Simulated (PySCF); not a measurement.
Species: aniline radical cation, C6H7N (charge +1 and doublet state).
Z-matrix (Å and degrees, PBE0-D3(BJ)/def2-SVP geometry), rows numbered from 1:
```
N 
C   1  1.3276
C   2  1.4343  1  119.99
C   3  1.3725  2  119.41  1   180.00
C   4  1.4128  3  120.21  2    -0.00
C   5  1.4126  4  120.77  3     0.00
C   6  1.3725  5  120.20  4    -0.00
H   1  1.0171  2  121.31  3  -180.00
H   1  1.0172  2  121.53  3    -0.01
H   3  1.0928  2  119.51  1    -0.00
H   4  1.0918  3  120.02  2  -180.00
H   5  1.0926  4  119.62  3  -180.00
H   6  1.0918  5  119.79  4   180.00
H   7  1.0928  2  119.48  1    -0.00
```

The hyperfine couplings belong to this conformer and change with its torsions.

Identity: aniline radical cation, `Nc1ccccc1` [SMILES of the parent framework; charge +1 and doublet state].

Method used: PySCF, UKS B3LYP, IGLO-III on C N, pcH-1 on H, non-relativistic, mean-field spin-orbit, GIAO. Isolated species at its PBE0-D3(BJ)/def2-SVP geometry, gas phase. The SCF solution wasn't tested for stability. No frequencies were computed at this geometry's level, so the symmetric structure isn't shown to be a minimum.

Question: Predict the first-order ENDOR lines of N1, H12, H8/H9, H10/H14 and H11/H13 under fast tumbling at B = 1214.7 mT (Q band).

Answer: For S = 1/2 in fast tumbling each set of equivalent nuclei gives two lines, ν± = |νn ± a/2| to first order, with νn = g_N μN B/h and μN/h = 7.62259 MHz/T.

```csv
nuclei,isotope,g_N,νn (MHz),a_iso (MHz),lower line (MHz),upper line (MHz)
N1,14N,0.4038,3.74,14.43,3.48,10.95
H12,1H,5.5857,51.72,-27.94,37.75,65.69
H8/H9,1H,5.5857,51.72,-27.76,37.84,65.60
H10/H14,1H,5.5857,51.72,-15.18,44.13,59.31
H11/H13,1H,5.5857,51.72,4.33,49.55,53.88
```

Question: Which pairs are centred on the nuclear Larmor frequency, and which on half the coupling?

Answer: Centred on νn, since |a| < 2νn: H12, H8/H9, H10/H14 and H11/H13. Centred on |a|/2 and split by 2νn: N1.

Largest spin populations (Mulliken): C5 (+0.42), N1 (+0.35), C7 (+0.20) and C3 (+0.20). Four atoms exceed +0.15.
